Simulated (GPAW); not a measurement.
Entries from a set of simulations; values are calculated unless marked as measured.

```cif
data_aln
_symmetry_space_group_name_H-M 'F-43m'
_symmetry_Int_Tables_number 216
_cell_length_a 4.3680
_cell_length_b 4.3680
_cell_length_c 4.3680
_cell_angle_alpha 90.000
_cell_angle_beta 90.000
_cell_angle_gamma 90.000
_cell_volume 83.34
loop_
_atom_site_label
_atom_site_type_symbol
_atom_site_symmetry_multiplicity
_atom_site_Wyckoff_symbol
_atom_site_fract_x
_atom_site_fract_y
_atom_site_fract_z
_atom_site_occupancy
Al1 Al 4 a 0.00000 0.00000 0.00000 1
N1 N 4 c 0.25000 0.25000 0.25000 1
_calc_subject 'AlN (F-43m): G0W0 with GPAW, start to end'
_calc_method 'DFT, LDA, plane waves, PAW (and 1 further level or step)'
_calc_program 'GPAW 26.7.0'
_calc_settings_of_one_run 'cutoff 600 eV, GPAW PAW setups 1.2.1 data release, 6×6×6 k-mesh, nbands 119'
_calc_cost '4 runs, 69 s in all on 4 MPI ranks of Arm Neoverse V1, shared host (the runs of this entry)'
_calc_notes 'The cell and positions are those that the Materials Project relaxed with its own functionals (PBE, PBE+U or r2SCAN), kept fixed. This is not the form that AlN usually takes at ambient conditions. Bands and cutoff are finite, so the gap is not at the basis limit. The miss can reach some tenths of an eV and take either sign; the mesh is an error of its own.'
_calc_lda_gap '3.23 eV, indirect'
_calc_g0w0_gap_on_the_mesh '4.72 eV'
_calc_gw_settings '6×6×6 mesh, 109 bands, screening to 175 eV, Godby-Needs plasmon pole'
_calc_known_limits 'not at the basis limit'
```

[Paths, hosts, dates, memory and timing lines, banners, echoed tables and standing remarks are left out of the program output.]

[Logs are printed without paths, hosts, clocks, repeated set-up lines and the standing remarks that a program may print on its own settings, such as how far it seeks lower states.]

[Runs of the session that timed out or met a known fault of the program may be left out.]

[Hosts, paths, dates, database ids (printed as entryN), source tags and the programs' standing remarks are cut or masked in the printed files.]
